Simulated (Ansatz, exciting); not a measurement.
Given: the input of a run of exciting (release sodium) on Te. The given cell was strained at random by a few per cent at fixed volume. This isn't the form of Te at room conditions, which is trigonal, of chains.

input.xml

```xml
<input>
  <title>Te</title>
  <structure speciespath="./" tshift="false">
    <crystal scale="1">
      <basevect>4.319356451688 2.472536558722 3.256270233292</basevect>
      <basevect>-4.278767024257 2.448588059544 3.219775842373</basevect>
      <basevect>-0.000445975365 -5.026238744222 3.320779814008</basevect>
    </crystal>
    <species speciesfile="Te.xml" rmt="2.3">
      <atom coord="0.501431000000 0.493864000000 0.503163000000"/>
    </species>
  </structure>
  <groundstate do="fromscratch" ngridk="9 9 9" rgkmax="9" gmaxvr="14" lmaxapw="10" lmaxmat="10" lmaxvr="8" xctype="GGA_PBE_SOL" stype="Fermi Dirac" swidth="0.00183747" nempty="8" ValenceRelativity="iora*" epsengy="1e-05" epspot="1e-05" maxscl="60" tforce="true" outputlevel="normal"/>
</input>
```

Potentials or basis: all-electron LAPW+lo, shipped species files, valence relativity iora*.

Run with:

```sh
$ OMP_NUM_THREADS=1 exciting_smp
```

Problem. What does the same run look like in Ansatz 0.2.0? Potentials or basis there: Ansatz PAW, cutoff 420 eV.

Solution. As run (cutoffs and basis follow the program's own potentials, and thresholds, step limits or extra output files can differ):

File input.yaml:

```yaml
crystal:
  lattice:
    - [2.285705, 1.30841, 1.723144]
    - [-2.264226, 1.295737, 1.703832]
    - [-0.000236, -2.659771, 1.757281]
  atoms:
    - { symbol: Te, position: [0.501431, 0.493864, 0.503163] }
hamiltonian:
  xc: pbesol
  pseudopotentials: { kind: paw }
kpoints:
  mp_grid: { grid: [9, 9, 9] }
scf:
  occupations: { method: fermi_dirac, width: 0.05 }
output:
  forces: true
  stress: true
  eigenvalues: true
```

Potentials or basis: Ansatz PAW.

Command:

```sh
$ ansatz run input.yaml --threads 1 --pin off --max-ram 3584MiB --backend cpu --events-out ev --progress --plain --runs-dir out
```

Both were run:

|  | exciting | Ansatz |
| --- | --- | --- |
| Energy over the undisturbed cell | -0.2 meV/atom | -0.3 meV/atom |

Ansatz's potentials were made for PBE.

Where Ansatz's input types no cutoff or centring, it takes its own default and a Γ-centred mesh.

The undisturbed cell isn't at this level's minimum, so the move can lower the energy.
